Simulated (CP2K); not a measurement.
**Ta2N under changes of volume**

One of the cells (13.622 Å³/atom); the others are scaled copies at fixed shape and fractional positions:

```
Ta N
1.0
     3.11286    0.00000    0.00000
    -1.55643    2.69582    0.00000
     0.00000    0.00000    4.86984
Ta N
2 1
Cartesian
  0.0000 1.7972 1.2404
  1.5564 0.8986 3.6294
  0.0000 0.0000 0.0000
```

The cell comes from a database or a generator and needn't be the stable form of this composition.

* Program: CP2K 2026.2
* Functional: PBEsol
* Potentials or basis: POTENTIAL_UZH Ta GTH-PBE-q13, N GTH-PBE-q5; TZVP-MOLOPT-PBE-GTH basis
* Density cutoff: 6123 eV
* k mesh: 10 × 10 × 6
* Occupations: fermi-dirac, width 0.05 eV
* Spin: no spin polarisation

```csv
volume (Å³/atom),energy over the lowest point (meV/atom),pressure (GPa),largest force (eV/Å)
12.805,8.70,8.6,0.008
13.077,0.00,1.8,0.115
13.350,2.20,-4.2,0.228
13.622,14.19,-9.7,0.331
13.895,?,?,?
14.167,63.72,-19.0,0.510
14.439,99.41,-22.9,0.588
```

Task: What does the run at 13.895 Å³/atom give?

Result: Energy over the lowest point 34.95 meV/atom; pressure -14.6 GPa; largest force 0.424 eV/Å.

Worked out: A Birch-Murnaghan fit of order 3 (a polynomial in V^(-2/3)) to the other rows has its minimum at 13.16 Å³/atom with B0 = V·E''(V) = 301 GPa and B' = 4.3 at fixed shape and positions, which overstates the stiffness. It gives 35.05 meV/atom at 13.895 Å³/atom, against the run's 34.95, and -dE/dV = -14.6 GPa, against -14.6.

Energies are extrapolated to zero smearing.

Caveats: the potentials were made for another functional, which shifts forces and pressure; the basis of atomic orbitals isn't converged, which shifts pressures, moduli and gaps.
